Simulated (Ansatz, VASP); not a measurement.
## Sr: VASP beside Ansatz

Contents of INCAR:

```
SYSTEM = Sr
PREC = Accurate
ENCUT = 520
EDIFF = 1E-7
ISMEAR = 0
SIGMA = 0.15
LREAL = .False.
LASPH = .True.
NELM = 60
ALGO = Fast
ISIF = 2
LWAVE = .False.
LCHARG = .False.
GGA = PE
NBANDS = 17
```

Contents of KPOINTS:

```
regular mesh
0
Gamma
  15 15 8
  0 0 0
```

POSCAR

```
Sr
1.0
    4.3093838470      0.0000000000      0.0000000000
   -2.1546919235      3.7320358861      0.0000000000
    0.0000000000      0.0000000000      6.4657995240
Sr
2
Direct
    0.3333333333      0.6666666667      0.2500000000
    0.6666666667      0.3333333333      0.7500000000
```

Input for Ansatz:

```yaml
crystal:
  lattice:
    - [4.309383847, 0.0, 0.0]
    - [-2.1546919235, 3.7320358861, 0.0]
    - [0.0, 0.0, 6.465799524]
  atoms:
    - { symbol: Sr, position: [0.3333333333, 0.6666666667, 0.25] }
    - { symbol: Sr, position: [0.6666666667, 0.3333333333, 0.75] }
basis:
  ecutwfc: 420
kpoints:
  mp_grid: { grid: [15, 15, 8] }
hamiltonian:
  xc: pbe
scf:
  occupations: { method: gaussian, width: 0.15 }
output:
  forces: true
  stress: true
  eigenvalues: true
```

Alike in both runs: task single point; functional PBE; k mesh 15 × 15 × 8; occupations gaussian, width 0.15 eV; no spin polarisation.

```csv
,VASP,Ansatz
version,VASP 6.6.1,Ansatz 0.2.0
potentials or method,"VASP PAW PBE potentials, release 64 (Sr_sv)","scalar-relativistic, plane waves, PAW"
plane-wave cutoff (eV),520,420
valence electrons in the cell,20,20
```

|  | VASP | Ansatz | Ansatz less VASP |
| --- | --- | --- | --- |
| gap on the k mesh at the Fermi level (eV) | none | none | - |
| pressure (GPa) | 0.9 | 0.9 | -0.01 |
| largest component of the traceless stress (GPa) | 1.32 | 1.32 | -0.004 |

A gap of «none» marks a metal or a gap that the smearing closes. With one functional, cell and mesh, what is left measures potentials, basis and numerics.
